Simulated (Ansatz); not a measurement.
`CC(=O)OBCl` + H₂ → `BCl` + `CC(=O)O` at 500 K and 1 bar (hydrogenolysis of a B–O bond).

Isolated molecules relaxed with PBE0-D4/def2-TZVP in Ansatz; ΔE leaves out vibrations. CCSD(T)/CBS adds triple-zeta CCSD(T) − MP2 to the extrapolated MP2 energy (def2 sets, frozen cores). This one scheme is used for every species. Each species was taken in one conformer, which may not be the lowest.

| species | CCSD(T)/CBS energy (Eh) | H − E (kJ/mol) | S (J/(mol·K)) |
| --- | --- | --- | --- |
| `CC(=O)OBCl` | -713.52185 | 218.4 | 414.5 |
| H₂ | -1.17544 | 41.0 | 145.5 |
| `BCl` | -485.78909 | 75.1 | 258.0 |
| `CC(=O)O` | -228.87529 | 193.9 | 329.7 |

H − E and S are ideal-gas, rigid-rotor, harmonic terms from PBE0-D4/def2-TZVP, for one conformer and one mirror image of each species. For small species the MP2-based limit differs from directly extrapolated CCSD(T) by up to some mEh (0.8 for H₂); such offsets cancel only in part. 1 Eh = 2625.50 kJ/mol, R = 8.31446 J/(mol·K).

Question: By hand: ΔE, ΔH, ΔS and ΔG.

Answer: ΔE = (-485.78909) + (-228.87529) − (-713.52185) − (-1.17544) = 0.03291 Eh = 86.4 kJ/mol. Δ(H − E) = 75.1 + 193.9 − 218.4 − 41.0 = 9.6, so ΔH = 96.0 kJ/mol. ΔS = 258.0 + 329.7 − 414.5 − 145.5 = 27.7 J/(mol·K). ΔG = 96.0 − 500 × (27.7)/1000 = 82.2 kJ/mol.

Question: By hand: the equilibrium constant, and the temperature at which ΔG would vanish if ΔH and ΔS stayed fixed.

Answer: log₁₀ K = −ΔG/(RT ln 10) = -8.6. ΔG = 0 at ΔH/ΔS = 3466 K, far beyond where these terms or the molecules hold.

ΔH outweighs TΔS. A doubt of 5 kJ/mol in ΔE shifts log₁₀ K by 0.5 here. Other conformers and mirror images would add mixing entropy, several J/(mol·K) or more a flexible species. These are equilibria of isolated gas molecules and say nothing of rates. Largest T1 diagnostic: 0.015 (customary marks: 0.02 for closed shells, 0.045 for open ones).
